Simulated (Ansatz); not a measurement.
# Mg under changes of volume

One of the cells (22.547 Å³/atom); the others are scaled copies at fixed shape and fractional positions:

```
Mg
1.0
     3.17683    0.00000    0.00000
    -1.58841    2.75121    0.00000
     0.00000    0.00000   10.31886
Mg
4
Cartesian
  1.5884 0.9171 7.7391
  0.0000 0.0000 5.1594
  0.0000 1.8341 2.5797
  0.0000 0.0000 0.0000
```

| Item | Value |
| --- | --- |
| Program | Ansatz 0.2.0 |
| Functional | PBE |
| Potentials or basis | Ansatz PAW |
| Cutoff | 420 eV (not typed: the program's choice for these potentials) |
| k mesh | 10 × 10 × 3 |
| Occupations | fermi-dirac, width 0.05 eV |
| Spin | no spin polarisation |

```csv
volume (Å³/atom),energy over the lowest point (meV/atom),pressure (GPa)
21.194,?,?
21.645,11.35,2.6
22.096,5.24,1.7
22.547,1.53,0.9
22.998,0.00,0.2
23.449,0.45,-0.5
23.900,2.71,-1.1
```

What does the run at 21.194 Å³/atom give?

Energy over the lowest point 20.11 meV/atom; pressure 3.6 GPa.

Worked out: A Birch-Murnaghan fit of order 3 (a polynomial in V^(-2/3)) to the other rows has its minimum at 23.12 Å³/atom with B0 = V·E''(V) = 35 GPa and B' = 3.8 at fixed shape and positions, which overstates the stiffness. It gives 20.10 meV/atom at 21.194 Å³/atom, against the run's 20.11, and -dE/dV = 3.6 GPa, against 3.6.

Energies are extrapolated to zero smearing.
